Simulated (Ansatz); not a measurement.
Space group P-3m1 (No. 164). a = 4.052 Å, b = 4.052 Å, c = 5.094 Å, α = 90.00°, β = 90.00°, γ = 120.00°
```
atom site symmetry x y z
  Te    2d       3m.  0.3333  0.6667  0.2671
  Pt    1a      -3m.  0.0000  0.0000  0.0000
```

Equation of state of this Te₂Pt structure (not necessarily the ground state), with shape and atoms relaxed at each volume where symmetry leaves them free. It has no gap at any of these volumes. Method: DFT PBE+D3(BJ), scalar-relativistic, plane waves, PAW (Ansatz 0.2.0).

Plane waves to 420 eV, a k mesh through Γ of 12×12×8 on the computed 3-atom cell and Gaussian smearing (0.10 eV); no spin polarisation.

| V (Å³/atom) | E − E(largest V) (meV/atom) | P (GPa) |
| --- | --- | --- |
| 21.247 | 68.59 | 13.40 |
| 21.971 | 18.53 | 8.92 |
| 22.695 | -13.21 | 5.27 |
| 23.420 | -30.25 | 2.36 |
| 24.144 | -35.33 | 0.01 |
| 24.868 | -31.25 | -1.71 |
| 25.592 | -20.69 | -2.92 |
| 26.558 | 0.00 | -3.86 |

Fit a third-order Birch–Murnaghan equation to E(V).

V0 = 24.17 Å³/atom, B0 = 64 GPa, B0' = 8.1.

Spin-orbit coupling is left out, which matters for the bands of heavy elements.

Cost: 8 runs of about 7.9 core-minutes in all, on Arm Neoverse V2 (shared hosts).